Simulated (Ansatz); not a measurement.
The system is Au.

```xyz
1
Lattice="2.7484 0.0000 0.0000 0.0000 2.7484 0.0000 0.0000 0.0000 2.7484" Properties=species:S:1:pos:R:3 pbc="T T T"
Au    1.3742    1.3742    1.3742
```

The cell was built by a generator and needn't be a form met in nature.

Base run:

| Item | Value |
| --- | --- |
| Program | Ansatz 0.2.0 |
| Functional | RPBE |
| Potentials or basis | Ansatz PAW |
| Cutoff | 420 eV (not typed: the program's choice for these potentials) |
| k mesh | 10 × 10 × 10 |
| Occupations | fermi-dirac, width 0.05 eV |
| Spin | no spin polarisation |

Its results: band gap on the k mesh none (metal or under the smearing width); pressure 3.6 GPa.

Task: After a change of settings the same cell gave: band gap on the k mesh none (metal or under the smearing width); pressure -6.3 GPa. Which change was it?
A. functional from RPBE to BLYP
B. functional from RPBE to PBEsol
C. functional from RPBE to LDA
D. functional from RPBE to r2SCAN; cutoff from 420 eV (not typed: the program's choice for these potentials) to 500 eV (not typed: the program's choice for these potentials)

Result: B.

PBEsol binds more tightly than RPBE, so the same cell stands under less pressure.

Caveats: spin-orbit coupling is left out, which moves the levels of the heavy elements; the PAW data sets come from PBE, with cores solved anew for the run's functional, which leaves a small shift of forces and pressure.

Runs at the PBE level aren't shown here.
